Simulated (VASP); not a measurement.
# CoO (Fm-3m) in VASP: a series of runs

The runs below take CoO through relaxation of cell and atoms, with SCAN+D3, SCAN+D3(BJ), SCAN+D4.

All numbers are computed with VASP 6.6.1; they aren't measurements. Logs are shortened: lines on timing, memory, paths and dates and some standing lists are left out, and cuts for length are marked.

**1. The structure**

The structure is cubic, space group Fm-3m (No. 225). The conventional cell has a = 4.263 Å, b = 4.263 Å, c = 4.263 Å, α = 90.00°, β = 90.00°, γ = 90.00°. Around Co (site symmetry m-3m) lie 6 O at 2.13 Å. O (site symmetry m-3m) has 6 Co at 2.13 Å as nearest neighbours.

**2. Relaxation of cell and atoms, SCAN+D3, collinear spin, ferromagnetic start**

Contents of INCAR:

```
PREC = Accurate
ENCUT = 600
EDIFF = 1E-6
ISMEAR = -1
SIGMA = 0.05
LREAL = False
LASPH = True
NELM = 150
ALGO = Normal
ISIF = 3
LWAVE = False
LCHARG = False
ISPIN = 2
MAGMOM = 2 0
LORBIT = 11
LMAXMIX = 4
METAGGA = SCAN
LMIXTAU = True
IVDW = 11
IBRION = 2
NSW = 40
EDIFFG = -0.01
```

Contents of KPOINTS:

```
Automatic mesh
0
Gamma
  8 8 8
```

Contents of POSCAR:

```
CoO
1.0
    0.0000000000      2.1315000000      2.1315000000
    2.1315000000      0.0000000000      2.1315000000
    2.1315000000      2.1315000000      0.0000000000
Co O
1 1
Direct
    0.0000000000      0.0000000000      0.0000000000
    0.5000000000      0.5000000000      0.5000000000
```

Potentials or basis: VASP PAW PBE potentials, release 64 (Co, O).

The run is started by

```bash
$ cat potpaw_PBE.64/Co/POTCAR potpaw_PBE.64/O/POTCAR > POTCAR
$ mpirun -np 1 vasp_std > vasp.out
```

OUTCAR:

```text
PREC = Accurate
   ENCUT = 600
   EDIFF = 1E-6
   ISMEAR = -1
   LREAL = False
   LASPH = True
   NELM = 150
   ISIF = 3
   ISPIN = 2
   LORBIT = 11
   METAGGA = SCAN
   IVDW = 11
   IBRION = 2
   NSW = 40
   EDIFFG = -0.01
 IVDW          = 11

 ion  position               nearest neighbor table
   1  0.000  0.000  0.000-   2 2.13   2 2.13   2 2.13   2 2.13   2 2.13   2 2.13
   2  0.500  0.500  0.500-   1 2.13   1 2.13   1 2.13   1 2.13   1 2.13   1 2.13

  LATTYP: Found a face centered cubic cell.
 ALAT       =     4.2630000000

  Lattice vectors:

 A1 = (   0.0000000000,   2.1315000000,   2.1315000000)
 A2 = (   2.1315000000,   0.0000000000,   2.1315000000)
 A3 = (   2.1315000000,   2.1315000000,   0.0000000000)

Analysis of symmetry for initial positions (statically):
=====================================================================
 Subroutine PRICEL returns:
 Original cell was already a primitive cell.

 Routine SETGRP: Setting up the symmetry group for a
 face centered cubic supercell.

 Subroutine GETGRP returns: Found 48 space group operations
 (whereof 48 operations were pure point group operations)
 out of a pool of 48 trial point group operations.

The static configuration has the point symmetry O_h .

Analysis of symmetry for dynamics (positions and initial velocities):
=====================================================================
 Subroutine PRICEL returns:
 Original cell was already a primitive cell.

 Routine SETGRP: Setting up the symmetry group for a
 face centered cubic supercell.

 Subroutine GETGRP returns: Found 48 space group operations
 (whereof 48 operations were pure point group operations)
 out of a pool of 48 trial point group operations.

The dynamic configuration has the point symmetry O_h .

Analysis of structural, dynamic, and magnetic symmetry:
=====================================================================
 Subroutine PRICEL returns:
 Original cell was already a primitive cell.

 Routine SETGRP: Setting up the symmetry group for a
 face centered cubic supercell.

 Subroutine GETGRP returns: Found 48 space group operations
 (whereof 48 operations were pure point group operations)
 out of a pool of 48 trial point group operations.

The overall configuration has the point symmetry O_h .

 Subroutine INISYM returns: Found 48 space group operations
 (whereof 48 operations are pure point group operations),
 and found     1 'primitive' translations

----------------------------------------------------------------------------------------

                                     Primitive cell

  volume of cell :      19.3681

  direct lattice vectors                    reciprocal lattice vectors
     0.000000000  2.131500000  2.131500000    -0.234576589  0.234576589  0.234576589
     2.131500000  0.000000000  2.131500000     0.234576589 -0.234576589  0.234576589
     2.131500000  2.131500000  0.000000000     0.234576589  0.234576589 -0.234576589

  length of vectors
     3.014396208  3.014396208  3.014396208     0.406298571  0.406298571  0.406298571

  position of ions in fractional coordinates (direct lattice)
     0.000000000  0.000000000  0.000000000
     0.500000000  0.500000000  0.500000000

  ion indices of the primitive-cell ions
   primitive index   ion index
                 1           1
                 2           2

----------------------------------------------------------------------------------------

 KPOINTS: Automatic mesh

Automatic generation of k-mesh.
 Grid dimensions read from file:
 generate k-points for:    8    8    8

 Generating k-lattice:

  Cartesian coordinates                     Fractional coordinates (reciprocal lattice)
    -0.029322074  0.029322074  0.029322074     0.125000000  0.000000000  0.000000000
     0.029322074 -0.029322074  0.029322074     0.000000000  0.125000000  0.000000000
     0.029322074  0.029322074 -0.029322074     0.000000000  0.000000000  0.125000000

  Length of vectors
     0.050787321  0.050787321  0.050787321

  Shift w.r.t. Gamma in fractional coordinates (k-lattice)
     0.000000000  0.000000000  0.000000000

 Subroutine IBZKPT returns following result:
 ===========================================

 Found     29 irreducible k-points:

 Following reciprocal coordinates:
            Coordinates               Weight
  0.000000  0.000000  0.000000      1.000000
  0.125000  0.000000  0.000000      8.000000
  0.250000  0.000000  0.000000      8.000000
  0.375000  0.000000  0.000000      8.000000
  0.500000  0.000000  0.000000      4.000000
  0.125000  0.125000  0.000000      6.000000
[... 16 lines left out ...]
  0.500000  0.250000  0.125000     48.000000
 -0.375000  0.250000  0.125000     24.000000
 [... further k-points ...]
   k-points           NKPTS =     29   k-points in BZ     NKDIM =     29   number of bands    NBANDS=     12
   number of dos      NEDOS =    301   number of ions     NIONS =      2
   total plane-waves  NPLWV =  13824
   dimension x,y,z NGX =    24 NGY =   24 NGZ =   24
   dimension x,y,z NGXF=    48 NGYF=   48 NGZF=   48
   ions per type =               1   1
   NGX,Y,Z   is equivalent  to a cutoff of  13.24, 13.24, 13.24 a.u.
   NGXF,Y,Z  is equivalent  to a cutoff of  26.47, 26.47, 26.47 a.u.
 SYSTEM =  unknown system
   PREC   = accura    normal or accurate (medium, high low for compatibility)
   ISTART =      0    job   : 0-new  1-cont  2-samecut
   ICHARG =      2    charge: 1-file 2-atom 10-const
   ISPIN  =      2    spin polarized calculation?
   LNONCOLLINEAR =      F non collinear calculations
   LSORBIT =      F    spin-orbit coupling
   LASPH  =      T    aspherical Exc in radial PAW
   ENCUT  =  600.0 eV  44.10 Ry    6.64 a.u.   6.02  6.02  6.02*2*pi/ulx,y,z
   NELM   =    150;   NELMIN=  2; NELMDL= -5     # of ELM steps
   EDIFF  = 0.1E-05   stopping-criterion for ELM
   LREAL  =      F    real-space projection
   EDIFFG = -.1E-01   stopping-criterion for IOM
   NSW    =     40    number of steps for IOM
   IBRION =      2    ionic relax: 0-MD 1-quasi-New 2-CG
   NFREE  =      1    steps in history (QN), initial steepest desc. (CG)
   ISIF   =      3    stress and relaxation
   ISYM   =      2    0-nonsym 1-usesym 2-fastsym
   POTIM  = 0.5000    time-step for ionic-motion
   TEBEG  =    0.0;   TEEND  =   0.0 temperature during run
   PSTRESS=    0.0 pullay stress
   NELECT =      15.0000    total number of electrons
   NUPDOWN=      -1.0000    fix difference up-down
   EMIN   =  10.00;   EMAX   =-10.00  energy-range for DOS
   EFERMI =   0.00;   METHOD = LEGACY
   ISMEAR =    -1;   SIGMA  =   0.05  broadening in eV -4-tet -1-fermi 0-gaus
   EFERMI_NEDOS =   21; number of points for ismear=-14 and -15
   IALGO  =     38    algorithm
   IMIX   =      4    mixing-type and parameters
     AMIX     =   0.40;   BMIX     =  1.00
     AMIX_MAG =   1.60;   BMIX_MAG =  1.00
  volume/ion in A,a.u.               =       9.68        65.35
  Fermi-wavevector in a.u.,A,eV,Ry     =   1.503407  2.841027 30.752334  2.260233
  Thomas-Fermi vector in A             =   2.614521
   LORBIT       =     11    0 simple, 1 ext, 2 COOP (PROOUT), +10 PAW based schemes
   METAGGA = SCAN    functional components
   LHFCALC =     F    Hartree Fock is set to
   AEXX    =    0.0000 exact exchange contribution
   IVDW    =    11    specifies the selected vdW correction
   LEPSILON=     F    determine dielectric tensor
   LRPA    =     F    only Hartree local field effects (RPA)
 conjugate gradient relaxation of ions
 spin polarized calculation
  energy-cutoff  :      600.00
  volume of cell :       19.37
 maximum number of plane-waves:       660
   NGX = 13   NGY = 13   NGZ = 13

--------------------------------------- Ionic step        1  -------------------------------------------

 number of electron      15.0000007 magnetization       2.9866804

 Free energy of the ion-electron system (eV)
  ---------------------------------------------------
  ext. energy  EPLUGINS =         0.00000000
  ---------------------------------------------------
  free energy    TOTEN  =       -25.37021719 eV

  energy without entropy =      -25.33309748  energy(sigma->0) =      -25.35165733

------------------------ aborting loop because EDIFF is reached ----------------------------------------

 Edisp (eV)   -0.14407

 E6    (eV) :    -0.1441

 E8    (eV) :     0.0000

  FORCE on cell =-STRESS in cart. coord.  units (eV):
  Direction    XX          YY          ZZ          XY          YZ          ZX
  --------------------------------------------------------------------------------------
  -------------------------------------------------------------------------------------
  Total      -1.11999    -1.11999    -1.11999     0.00000    -0.00000    -0.00000
  in kB     -92.64863   -92.64863   -92.64863     0.00000    -0.00000    -0.00000
  external pressure =      -92.65 kB  Pullay stress =        0.00 kB
[... 147 lines left out ...]
  energy  without entropy=      -25.4800724708  energy(sigma->0) =      -25.49836859

--------------------------------------- Ionic step        5  -------------------------------------------

 number of electron      14.9999997 magnetization       2.9294230

 Free energy of the ion-electron system (eV)
  ---------------------------------------------------
  ext. energy  EPLUGINS =         0.00000000
  ---------------------------------------------------
  free energy    TOTEN  =       -25.38694386 eV

  energy without entropy =      -25.35035035  energy(sigma->0) =      -25.36864711

 E-fermi :   8.1999     XC(G=0): -13.4171

 val. band max:        8.1908984322   @ k =   0.2500   0.2500   0.0000
 cond. band min:       8.2111302064   @ k =  -0.2500   0.2500   0.0000
 fundamental gap:      0.0202317742
 Fermi energy:         8.1998792534

 spin component 1

 k-point     1 :       0.0000    0.0000    0.0000
  band No.  band energies     occupation
      1     -13.3057      1.00000
      2       4.3979      1.00000
      3       4.3988      1.00000
      4       4.8019      1.00000
      5       4.8020      1.00000
      6       4.8029      1.00000
      7       4.9630      1.00000
      8       4.9631      1.00000
      9       4.9631      1.00000
     10       9.9872      0.00000
     11      26.1392      0.00000
     12      27.5263      0.00000
[... 331 lines left out ...]
 k-point    24 :      -0.3750    0.2500    0.1250
  band No.  band energies     occupation
      1     -11.9510      1.00000
      2       0.3950      1.00000
      3       1.6967      1.00000
      4       1.8634      1.00000
      5       5.2853      1.00000
      6       5.5615      1.00000
      7       6.0586      1.00000
      8       6.8392      1.00000
      9       7.5728      1.00000
     10      16.3767      0.00000
     11      18.1655      0.00000
     12      20.3973      0.00000

 [... further k-points ...]

 spin component 2

 k-point     1 :       0.0000    0.0000    0.0000
  band No.  band energies     occupation
      1     -12.8226      1.00000
      2       5.6197      1.00000
      3       5.6199      1.00000
      4       5.6202      1.00000
      5       6.9912      1.00000
      6       6.9925      1.00000
      7       7.0097      1.00000
      8       9.7133      0.00000
      9       9.7423      0.00000
     10      10.7786      0.00000
     11      26.3993      0.00000
     12      28.0754      0.00000
[... 380 lines left out ...]
  FREE ENERGIE OF THE ION-ELECTRON SYSTEM (eV)
  ---------------------------------------------------
  free  energy   TOTEN  =       -25.5165036793 eV

  energy  without entropy=      -25.4799101681  energy(sigma->0) =      -25.49820692

 reached required accuracy - stopping structural energy minimisation

 total charge

# of ion       s       p       d       tot
------------------------------------------
    1        0.310   0.397   7.136   7.843
    2        1.560   3.503   0.000   5.062
--------------------------------------------------
tot          1.870   3.899   7.136  12.905

 magnetization (x)

# of ion       s       p       d       tot
------------------------------------------
    1        0.027   0.021   2.604   2.652
    2        0.029   0.229   0.000   0.258
--------------------------------------------------
tot          0.056   0.250   2.604   2.911
```

It took 3.3 min on 1 thread of AMD EPYC 9R45 (Zen 5), shared host; peak memory 0.16 GiB.

Results:

* Free energy: -25.5165 eV
* Relaxed volume: 9.22 Å³/atom
* Relaxed cell: a = 2.965 Å, b = 2.965 Å, c = 2.965 Å, α = 60.00°, β = 60.00°, γ = 60.00°
* Space group after relaxing (to 0.05 Å): Fm-3m (No. 225)
* Energy gained by relaxing: 1.1 meV/atom
* Ionic steps: 5
* Pressure after relaxing: 0.0 GPa
* Band gap on the k mesh: none (metal or under the smearing width)
* Net moment: 2.93 μB per cell
* Site moments: Co +2.65; O +0.26 μB
* Valence electrons inside the program's atomic spheres: Co 7.84; O 5.06
* Dispersion energy per atom: -0.065 eV

Step by step:
| step | energy change (eV) | largest force (eV/Å) | pressure (GPa) | volume (Å³) |
| --- | --- | --- | --- | --- |
| 1 | 0.0000 | 0.0000 | -9.26 | 19.37 |
| 2 | 0.0154 | 0.0000 | 7.32 | 17.84 |
| 3 | 0.0005 | 0.0000 | -4.09 | 18.84 |
| 4 | -0.0024 | 0.0000 | -0.28 | 18.46 |
| 5 | -0.0022 | 0.0000 | -0.01 | 18.44 |

Final structure:
```
Co O
1.0
     0.00000    2.09684    2.09684
     2.09684    0.00000    2.09684
     2.09684    2.09684    0.00000
Co O
1 1
Direct
  0.00000 0.00000 0.00000
  0.50000 0.50000 0.50000
```

Levels at points of the mesh, in eV from the Fermi level:
Spin up:
```tsv
k point	band 7	band 8	band 9	band 10	band 11	band 12
(0.00, 0.00, 0.00)	-3.24	-3.24	-3.24	1.79	17.94	19.33
(0.50, 0.00, 0.00)	-2.00	0.06	0.06	5.87	10.63	14.55
(0.50, 0.50, 0.00)	-2.85	-2.36	-2.36	6.75	11.08	12.54
```
Spin down:
```
           k point  band 4  band 5  band 6  band 7  band 8  band 9
(0.00, 0.00, 0.00)   -2.58   -1.21   -1.21   -1.19    1.51    1.54
(0.50, 0.00, 0.00)   -4.66   -0.12   -0.10    0.21    4.30    4.32
(0.50, 0.50, 0.00)   -3.95   -2.34    0.08    0.08    2.09    2.67
```

Caveat: the PAW data sets were made with another functional, which shifts forces and pressure a little; a cell with one magnetic atom can't hold antiferromagnetic order, which such compounds often take; semilocal functionals often make such compounds metallic where correlation or magnetic order opens a gap, which also shifts bond lengths; pairwise dispersion overbinds metals, which lowers pressure and volume. With open d or f shells a metallic result of SCAN can be an artefact of self-interaction; +U or a hybrid may open a gap.

[end of part 1 of 2]
